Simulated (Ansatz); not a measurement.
GaN: strain energy, fitted

GaN, F-43m, a = 4.548 Å. This isn't the usual stable structure of the compound. Ansatz: PBE, PAW, 420 eV, Γ-centred 8×8×6 mesh on 4 atoms, Gaussian smearing 0.02 eV; no spin polarisation. Series: biaxial strain in the a-b plane, c and atoms relaxed; x is the strain in per cent. The axes a, b, c are those of the computed cell (3.216, 3.216, 4.548 Å), along [1 1 0], [-1 1 0], [0 0 1] of the cell named above. y is the free energy over the unstrained cell, V0 = 11.763 Å³/atom.

| x (%) | y (meV/atom) |
| --- | --- |
| -4.5 | ? |
| -3.0 | 17.70 |
| -1.5 | 4.27 |
| 0.0 | 0.00 |
| 1.5 | 3.95 |
| 3.0 | 15.31 |
| 4.5 | 33.31 |

Question: Fit y = c2 x² + c3 x³ to the other rows, turn c2 into a modulus, and predict the missing energy.

Answer: Least squares on the rows shown. y = 1.8363 x² − 0.042802 x³. In eV per unit strain² c2 is 18.36; M is the biaxial modulus (E = M V0 ε²): 18.36 × 160.2 / (11.763) = 250 GPa. At x = -4.5 the fit asked for gives 41.09 meV/atom. The run gave 41.25 meV/atom, so the fit is 0.16 meV/atom too low, 0.39 % of the span of the series, against an rms of 0.03 meV/atom on the fitted rows. The row lies outside the fitted range. With a term in x⁴ added, a fit to the same known rows predicts 41.39 meV/atom, which misses by about as much or more on the other side: the known rows don't fix the higher terms.

Cost: 7 runs of about 1.2 core-minutes in all, on AMD EPYC 9R45 (Zen 5) (shared hosts).